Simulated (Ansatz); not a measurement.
FeGe under changes of volume

One of the cells (14.837 Å³/atom); the others are scaled copies at fixed shape and fractional positions:

```
Ge Fe
1.0
     4.99760    0.00000    0.00000
    -2.49880    4.32805    0.00000
     0.00000    0.00000    4.11576
Ge Fe
3 3
Cartesian
  2.4988 1.4427 2.0579
  0.0000 2.8854 2.0579
  0.0000 0.0000 0.0000
  -1.2494 2.1640 0.0000
  1.2494 2.1640 0.0000
  2.4988 0.0000 0.0000
```

The cell is a database's computed one.

- Program: Ansatz 0.2.0
- Functional: LDA
- Potentials or basis: Ansatz PAW
- Cutoff: 420 eV (not typed: the program's choice for these potentials)
- k mesh: 6 × 6 × 7
- Occupations: fermi-dirac, width 0.05 eV
- Spin: collinear spin, ferromagnetic start
- Starting moments: [0.0, 0.0, 0.0, 3.0, 3.0, 3.0] μB

```tsv
volume (Å³/atom)	energy over the lowest point (meV/atom)	pressure (GPa)	moment (μB per cell)
13.947	0.00	-6.7	3.82
14.244	15.25	-9.7	3.91
14.540	35.77	-12.4	3.99
14.837	60.91	-14.7	4.06
15.134	90.12	-16.7	4.14
15.431	122.88	-18.5	4.22
15.727	?	?	?
```

Problem. What does the run at 15.727 Å³/atom give?

Solution. Energy over the lowest point 158.70 meV/atom; pressure -20.0 GPa; moment 4.31 μB per cell.

Worked out: A Birch-Murnaghan fit of order 3 (a polynomial in V^(-2/3)) to the other rows has no minimum within the range. It gives 158.58 meV/atom at 15.727 Å³/atom, against the run's 158.70, and -dE/dV = -20.1 GPa, against -20.0. A straight line through the other rows of the moment, of slope 0.266 μB per Å³/atom, extrapolates to 4.30 μB, against the run's 4.31.

Energies are extrapolated to zero smearing.

Caveats: the PAW data sets come from PBE, with cores solved anew for the run's functional, which leaves a small shift of forces and pressure.
